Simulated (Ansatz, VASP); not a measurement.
# NaHF2 in VASP and in Ansatz

```
CELL_PARAMETERS angstrom
1.81487 1.04781 4.63887
-1.81487 1.04781 4.63887
0.00000 -2.09563 4.63887
ATOMIC_POSITIONS crystal
Na 0.00000 0.00000 0.00000
H 0.50000 0.50000 0.50000
F 0.41000 0.41000 0.41000
F 0.59000 0.59000 0.59000
```

Change from the starting cell: strain +0.050 along x and y, +0.000 along z, atoms carried along.

Alike in both runs: task single point; functional PBEsol; k mesh 9 × 9 × 9; occupations gaussian, width 0.05 eV; no spin polarisation.

|  | VASP | Ansatz |
| --- | --- | --- |
| version | VASP 6.6.1 | Ansatz 0.2.0 |
| potentials or method | VASP PAW PBE potentials, release 64 (Na_pv, H, F) | scalar-relativistic, plane waves, PAW |
| plane-wave cutoff (eV) | 520 | 420 |
| valence electrons in the cell | 22 | 24 |

Ansatz gave:

| Property | Result |
| --- | --- |
| gap on the k mesh at the Fermi level (eV) | 6.41 |
| least direct gap on the mesh (eV) | 6.65 |
| pressure (GPa) | -6.1 |
| largest component of the traceless stress (GPa) | 9.33 |
| rms of the force components (eV/Å) | 0.857 |

Task: Estimate VASP's values.

Result: gap on the k mesh at the Fermi level (eV): 6.39; least direct gap on the mesh (eV): 6.63; pressure (GPa): -6.2; largest component of the traceless stress (GPa): 9.09; rms of the force components (eV/Å): 0.843.

Atom by atom the forces differ by 0.014 eV/Å (rms over components). The functional is the same, so the differences come from potentials, cutoffs and numerics. The two sets of potentials don't hold the same shells in valence.

Caveats: the PAW data sets were made with another functional, which shifts forces and pressure a little (VASP); an odd mesh through Γ misses points on the zone boundary, where band edges often lie.
